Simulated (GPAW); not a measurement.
A run of GPAW 26.7.0:

The input run.py:

```python
import json
import numpy as np
from ase import Atoms
from ase.constraints import FixSymmetry
from ase.filters import FrechetCellFilter
from ase.io import write
from ase.optimize import BFGS
from phonopy import Phonopy
from phonopy.structure.atoms import PhonopyAtoms
from gpaw import GPAW, PW, setup_paths

setup_paths.insert(0, '.')

atoms = Atoms(['Ga', 'P'],
              cell=[[0.0, 2.72525, 2.72525],
                    [2.72525, 0.0, 2.72525],
                    [2.72525, 2.72525, 0.0]],
              scaled_positions=[[0.0, 0.0, 0.0],
                                [0.75, 0.75, 0.75]],
              pbc=True)

calc = GPAW(mode=PW(510),
            xc='LDA',
            kpts={'size': (8, 8, 8), 'gamma': True},
            occupations={'name': 'fermi-dirac', 'width': 0.05},
            nbands=11,
            convergence={'density': 1e-06, 'eigenstates': 1e-09},
            random=True,
            maxiter=100,
            txt='gpaw.txt')
atoms.calc = calc
atoms.set_constraint(FixSymmetry(atoms))
BFGS(FrechetCellFilter(atoms), trajectory='relax.traj', logfile='-').run(fmax=0.005, steps=40)
atoms.set_constraint()
energy = atoms.get_potential_energy()
forces = atoms.get_forces()
stress = atoms.get_stress()
calc.write('gs.gpw')
write('result.traj', atoms)
print('Cell:', atoms.cell.cellpar().round(4))
print(atoms.get_scaled_positions().round(5))

def force_constants(scale):
    unit = PhonopyAtoms(symbols=atoms.get_chemical_symbols(), cell=atoms.cell[:] * scale**(1 / 3),
                        scaled_positions=atoms.get_scaled_positions())
    ph = Phonopy(unit, supercell_matrix=np.diag([2, 2, 2]), primitive_matrix=np.eye(3), symprec=1e-4)
    ph.generate_displacements(distance=0.02)
    forces = []
    for i, sc in enumerate(ph.supercells_with_displacements):
        a = Atoms(sc.symbols, cell=sc.cell, scaled_positions=sc.scaled_positions, pbc=True)
        c = GPAW(mode=PW(510),
                 xc='LDA',
                 kpts={'size': (4, 4, 4), 'gamma': True},
                 occupations={'name': 'fermi-dirac', 'width': 0.05},
                 nbands=53,
                 convergence={'density': 1e-06, 'eigenstates': 1e-09},
                 random=True,
                 maxiter=100,
                 txt=f'disp-{scale:.3f}-{i:02d}.txt')
        a.calc = c
        f = a.get_forces()
        forces.append(f - f.mean(axis=0))
        print(f'displacement {i}: drift', f.mean(axis=0).round(5), flush=True)
    ph.forces = forces
    ph.produce_force_constants()
    ph.symmetrize_force_constants()
    return ph

qpoints = [[0.0, 0.0, 0.0], [0.0, 0.0, 0.5], [0.0, 0.5, 0.0], [0.0, 0.5, 0.5], [0.5, 0.0, 0.0], [0.5, 0.0, 0.5], [0.5, 0.5, 0.0], [0.5, 0.5, 0.5]]
results = {}
for scale in [1.0]:
    ph = force_constants(scale)
    ph.run_qpoints(qpoints)
    nu = ph.qpoints.frequencies * 33.35641  # THz to cm^-1
    results[f'{scale:.3f}'] = nu.tolist()
    for qp, f in zip(qpoints, nu):
        print(scale, np.round(qp, 4), f.round(2))

path = atoms.cell.bandpath('GXWKGLUWLK,UX', npoints=60, eps=1e-4)
ph.run_qpoints(path.kpts)
results['path'] = (ph.qpoints.frequencies * 33.35641).tolist()
results['path_q'] = path.kpts.tolist()
x, ticks, names = path.get_linear_kpoint_axis()
results['axis'] = [x.tolist(), list(ticks), names]
ph.run_mesh([15, 15, 15], is_gamma_center=True)
ph.run_thermal_properties(temperatures=[0, 100, 200, 300, 500, 800], cutoff_frequency=0.05)
tp = ph.thermal_properties
results['thermal'] = [list(v) for v in (tp.temperatures, tp.free_energy, tp.entropy, tp.heat_capacity)]
for t, fv, s, cv in zip(*results['thermal']):
    print(f'{t:6.0f} K  F {fv:9.4f} kJ/mol  S {s:9.4f} J/K/mol  Cv {cv:9.4f} J/K/mol')
json.dump(results, open('phonons.json', 'w'))
```

Potentials or basis: PAW data sets generated in the run's folder for this functional, pw.

Run with:

```console
$ gpaw-setup -f LDA Ga P
$ OMP_NUM_THREADS=1 python run.py
```

Hardware: 1 thread of Intel(R) Xeon(R) 6975P-C (Granite Rapids), on a shared host.

How long does it take, and how much memory?

Run time: 9.1 min on 1 thread of Intel(R) Xeon(R) 6975P-C (Granite Rapids), with other jobs on the host, peak memory 0.9 GiB. Counts: scf iterations 73, plane waves 1067, bands 11, k points 29.
